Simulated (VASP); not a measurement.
A run of VASP 6.6.1:

Contents of POSCAR:

```
Fe
1.0
   -1.3395625374      1.3395625374      1.3395625374
    1.3395625374     -1.3395625374      1.3395625374
    1.3395625374      1.3395625374     -1.3395625374
Fe
1
Direct
    0.0000000000      0.0000000000      0.0000000000
```

INCAR.step1

```
SYSTEM = Fe
ALGO = Normal ; EDIFF = 1E-7
ENCUT = 520 ; GGA = PE
ISIF = 2 ; ISMEAR = 0
ISPIN = 2 ; IVDW = 4
LASPH = .True. ; LCHARG = .True.
LDAU = .True. ; LDAUJ = 1
LDAUL = 2 ; LDAUPRINT = 1
LDAUTYPE = 2 ; LDAUU = 6
LMAXMIX = 4 ; LREAL = .False.
LWAVE = .False. ; MAGMOM = 3
NBANDS = 14 ; NELM = 120
PREC = Accurate ; SIGMA = 0.05
```

File KPOINTS.step1:

```
k-points
0
Gamma
  13 13 13
  0 0 0
```

File INCAR.step2:

```
SYSTEM = Fe
ALGO = Normal ; EDIFF = 1E-7
ENCUT = 520 ; GGA = PE
ICHARG = 11 ; ISIF = 2
ISMEAR = -5 ; ISPIN = 2
IVDW = 4 ; LASPH = .True.
LCHARG = .False. ; LDAU = .True.
LDAUJ = 1 ; LDAUL = 2
LDAUPRINT = 1 ; LDAUTYPE = 2
LDAUU = 6 ; LMAXMIX = 4
LORBIT = 11 ; LREAL = .False.
LWAVE = .False. ; MAGMOM = 3
NBANDS = 14 ; NEDOS = 1001
NELM = 120 ; PREC = Accurate
SIGMA = 0.05
```

Contents of KPOINTS.step2:

```
k-points
0
Gamma
  20 20 20
  0 0 0
```

Potentials or basis: VASP PAW PBE potentials, release 64 (Fe).

The run is started by

```console
$ cat potpaw_PBE.64/Fe/POTCAR > POTCAR
$ cp INCAR.step1 INCAR
$ cp KPOINTS.step1 KPOINTS
$ mpirun -np 1 vasp_std > vasp.out
$ cp INCAR.step2 INCAR
$ cp KPOINTS.step2 KPOINTS
$ mpirun -np 1 vasp_std > vasp.out
```

Hardware: 1 thread of Intel(R) Xeon(R) Platinum 8488C (Sapphire Rapids), on a shared host.

Question: Estimate the wall time of this run.

Answer: Run time: 55 s on 1 thread of Intel(R) Xeon(R) Platinum 8488C (Sapphire Rapids) (shared host), peak memory 0.2 GiB. Counts: scf iterations 6, k points 256.
